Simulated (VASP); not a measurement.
# A VASP 6.6.1 single-point calculation on CsPbCl₃

INCAR

```
PREC = Accurate
NBANDS = 30
LREAL = .FALSE.
EDIFF = 1E-7
SIGMA = 0.02
LCHARG = .FALSE.
ENCUT = 520
LWAVE = .FALSE.
NELM = 57
ISMEAR = -1
ISIF = 2
IBRION = -1
NSW = 0
LASPH = .TRUE.
GGA = PE
```

KPOINTS

```
KPOINTS created by Atomic Simulation Environment
0
Gamma
4 4 4
0 0 0
```

POSCAR

```
Cs Pb Cl
 1.0000000000000000
     0.0000000000000000    5.6767300000000001    0.0000000000000000
     5.6767300000000001    0.0000000000000000    0.0000000000000000
     0.0000000000000000    0.0000000000000000    5.6767300000000001
 Cs  Pb  Cl
   1   1   3
Cartesian
 -0.0000000000000000  0.0000000000000000  0.0000000000000000
  2.8383650000000000  2.8383650000000000  2.8383650000000000
  2.8383650000000000  2.8383650000000000 -0.0000000000000000
 -0.0000000000000000  2.8383650000000000  2.8383650000000000
  2.8383650000000000 -0.0000000000000000  2.8383650000000000
```

The recommended PBE PAW datasets give the neutral cell 44 valence electrons.

Command

```
mpirun -np 1 vasp_std
```

**Question.** How does this run end, and what does it give?

**Answer.** VASP stopped before the first electronic step.

Standard output (part)

```
|     EEEEEEE  RRRRRR   RRRRRR   OOOOOOO  RRRRRR      ###     ###     ###     |
|     E        R     R  R     R  O     O  R     R     ###     ###     ###     |
|     E        R     R  R     R  O     O  R     R     ###     ###     ###     |
|     EEEEE    RRRRRR   RRRRRR   O     O  RRRRRR       #       #       #      |
|     E        R    R   R    R   O     O  R    R      ###     ###     ###     |
|     EEEEEEE  R     R  R     R  OOOOOOO  R     R     ###     ###     ###     |
|     ERROR: the triple product of the basis vectors is negative exchange     |
|     two basis vectors                                                       |
|       ---->  I REFUSE TO CONTINUE WITH THIS SICK JOB ... BYE!!! <----       |
```

The fault: left-handed cell vectors.
